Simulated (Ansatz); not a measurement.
## Pb in Ansatz: the effect of target pressure

Pb:

```
Pb
1.0
     3.52437    0.00000    0.00000
    -1.76218    3.05219    0.00000
     0.00000    0.00000   11.49524
Pb
4
Direct
  0.66667 0.33333 0.75000
  0.00000 0.00000 0.50000
  0.33333 0.66667 0.25000
  0.00000 0.00000 0.00000
```

This isn't the form of Pb at room conditions, which is fcc.

Alike in all runs:

- Program: Ansatz 0.2.0
- Task: relaxation of cell and atoms
- Functional: PBEsol
- Potentials or basis: Ansatz PAW
- Cutoff: 420 eV (not typed: the program's choice for these potentials)
- k mesh: 9 × 9 × 3
- Occupations: fermi-dirac, width 0.05 eV
- Spin: no spin polarisation

Each run relaxes the cell or the atoms first.

Question: One run gave: relaxed volume 23.66 Å³/atom. Which target pressure did it use?
A. 0 GPa
B. 20 GPa
C. 10 GPa
D. 2 GPa
E. 5 GPa

Answer: B.

```csv
target pressure,relaxed volume (Å³/atom)
0 GPa,29.89
2 GPa,28.78
5 GPa,27.48
10 GPa,25.85
20 GPa,23.66
30 GPa,22.16
```

Caveats: the plane-wave basis is chosen anew once the cell has moved, so the energies of steps on either side of that aren't comparable; the PAW data sets come from PBE, with cores solved anew for the run's functional, which leaves a small shift of forces and pressure; the volume moved by over 15 % at a fixed basis, so the end points are rough (some runs).
